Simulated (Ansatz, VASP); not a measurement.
## One calculation of Rb, two programs

Contents of INCAR:

```
  PREC = Accurate
  ENCUT = 520
  EDIFF = 1E-6
  ISMEAR = -1
  SIGMA = 0.1
  LREAL = F
  LASPH = T
  NELM = 60
  ALGO = Normal
  ISIF = 2
  LWAVE = F
  LCHARG = T
  GGA = PE
  LELF = T
  LVHAR = T
  NBANDS = 10
```

Contents of KPOINTS:

```
regular mesh
0
Gamma
  4 4 4
```

File POSCAR:

```
Rb
1.0
   -2.8359049291      2.8359049291      2.8359049291
    2.8359049291     -2.8359049291      2.8359049291
    2.8359049291      2.8359049291     -2.8359049291
Rb
1
Direct
    0.0000000000      0.0000000000      0.0000000000
```

Input for Ansatz:

```yaml
crystal:
  lattice:
    - [-2.8359049291, 2.8359049291, 2.8359049291]
    - [2.8359049291, -2.8359049291, 2.8359049291]
    - [2.8359049291, 2.8359049291, -2.8359049291]
  atoms:
    - { symbol: Rb, position: [0.0, 0.0, 0.0] }
hamiltonian:
  xc: pbe
  pseudopotentials:
    kind: paw
    azcp:
      Rb: "pseudopotentials/Rb.paw.azcp"
basis:
  ecutwfc: 420
  fft_grid_basis: typed
kpoints:
  mp_grid: { grid: [4, 4, 4], shift: [0, 0, 0] }
magnetization:
  spin_polarized: false
scf:
  occupations: { method: fermi_dirac, width: 0.1 }
  lower_state_search: "off"
output:
  stress: true
  write_density: true
  write_potential: true
  elf: true
  volumetric_format: npy
```

Alike in both runs: task single point; functional PBE; k mesh 4 × 4 × 4; occupations fermi-dirac, width 0.1 eV; no spin polarisation.

|  | VASP | Ansatz |
| --- | --- | --- |
| version | VASP 6.6.1 | Ansatz 0.2.0 |
| potentials or method | VASP PAW PBE potentials, release 64 (Rb_sv) | plane waves (420 eV) with PAW, scalar-relativistic |
| plane-wave cutoff (eV) | 520 | 420 |
| valence electrons in the cell | 9 | 9 |

```tsv
	VASP	Ansatz	Ansatz less VASP
pressure (GPa)	0.1	0.1	0.00
```

Caveats: the k mesh is coarse (spacing up to 0.39 Å⁻¹), so the values aren't converged.
